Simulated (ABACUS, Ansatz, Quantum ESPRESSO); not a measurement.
**PBE equilibrium volume of 10 crystals in 4 set-ups**

The same calculation (PBE, Γ-centred k mesh with a spacing near 0.25 Å⁻¹, Fermi-Dirac smearing of 0.05 eV, no spin-orbit coupling) was run on each cell with:

- A: Ansatz, Ansatz PAW (earlier soft set), cutoff 420 eV
- B: Quantum ESPRESSO, SSSP 1.3 efficiency PBE, cutoffs 748 to 816 eV
- C: Ansatz LAPW, all-electron LAPW, scalar-relativistic
- D: ABACUS, PseudoDojo NC SR 0.4.1 PBE standard, cutoffs 599 to 1184 eV

Volumes are energy minima over scaled cells at fixed shape and fractions. Not every cell is the stable form of its formula. Spin polarisation and spin-orbit coupling are off unless named.

| crystal | A (Å³/atom) | B (Å³/atom) | C (Å³/atom) | D (Å³/atom) |
| --- | --- | --- | --- | --- |
| KTaO3 (Pm-3m) | 13.024 | 13.043 | 13.043 | 12.972 |
| SnO (P4/nmm, 4 atoms) | 18.466 | 18.530 | 18.472 | 18.573 |
| P (Cmce, 4 atoms) | 21.027 | 21.052 | 21.028 | 21.043 |
| MoTe2 (P6_3/mmc, 6 atoms) | 25.710 | 25.912 | 25.709 | 25.824 |
| TiTe2 (P-3m1, 3 atoms) | 27.147 | 27.165 | 27.142 | 27.189 |
| Sn (I4_1/amd, 2 atoms) | 28.421 | 28.449 | 28.421 | 28.453 |
| Se (P3_121, 3 atoms) | 28.658 | 28.654 | 28.654 | 28.676 |
| Cl (Cmce, 4 atoms) | 29.751 | 29.747 | 29.756 | 29.701 |
| Sb (R-3m, 2 atoms) | 31.700 | 31.729 | 31.700 | 31.728 |
| PbTe (Fm-3m) | 35.436 | 35.385 | 35.434 | 35.436 |

Against the all-electron result, the mean absolute deviation is A 0.02, B 0.17, D 0.23 %. The largest single deviation is +0.79 %, for MoTe2 in B. The figures use the values as printed. The all-electron reference has errors of its own basis, so a deviation may be partly its. The functional is the same throughout, so these differences measure potentials, basis sets and numerical settings.

Set-up A follows the all-electron volumes most closely overall, but not in every crystal: in KTaO3 it falls slightly low, while B reproduces the reference. The larger deviations in B and D depend on the compound rather than on one element. B expands MoTe2 clearly but TiTe2 only slightly, and it contracts PbTe, so a fixed error from Te cannot explain the pattern. This suggests that the Mo potential, or its description of Mo–Te bonding, contributes. Likewise, elemental Sn agrees better than SnO in both B and D, probably because oxidation and Sn–O bonding test the potentials differently from the metal.

The close agreement for Cl, Se and P says little about their weak intermolecular, interchain or interlayer contacts. Uniform scaling also stretches the covalent bonds, whose stiffness largely fixes the minimum. These volumes therefore support conclusions about consistency between set-ups, but not about how well PBE describes the cohesion of molecular and layered solids.
